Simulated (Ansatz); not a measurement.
HfN, 2 atoms in the cell. Symmetry: F-43m, No. 216, cubic system. The conventional cell has a = 4.910 Å, b = 4.910 Å, c = 4.910 Å, α = 90.00°, β = 90.00°, γ = 90.00°. Hf (site symmetry -43m) has 4 N at 2.13 Å as nearest neighbours. Around N (site symmetry -43m) lie 4 Hf at 2.13 Å. The cell comes from a database or a generator and needn't be the stable form of this composition.

```yaml
Program: Ansatz 0.2.0
Task: relaxation of cell and atoms
Functional: PBEsol
Potentials_or_basis: Ansatz PAW
Cutoff: "420 eV (not typed: the program's choice for these potentials)"
k_mesh: 9 × 9 × 9
Occupations: fermi-dirac, width 0.05 eV
Spin: no spin polarisation
Target_pressure: 20 GPa
Target_pressure_GPa: 20
```

Potentials or basis: Ansatz PAW.

Launch:

```sh
$ ansatz run input.yaml --threads 2 --pin off --max-ram 5632MiB --backend cpu --events-out ev --progress --plain --runs-dir out
```

Hardware: 2 threads of Arm Neoverse V1 (shared host).

Estimate the wall time of this run.

It took 11 s on 2 threads of Arm Neoverse V1 (shared host), peak memory 0.32 GiB. Counts: scf iterations 51, plane waves 531, k points 35, bands 20, ion steps 8.
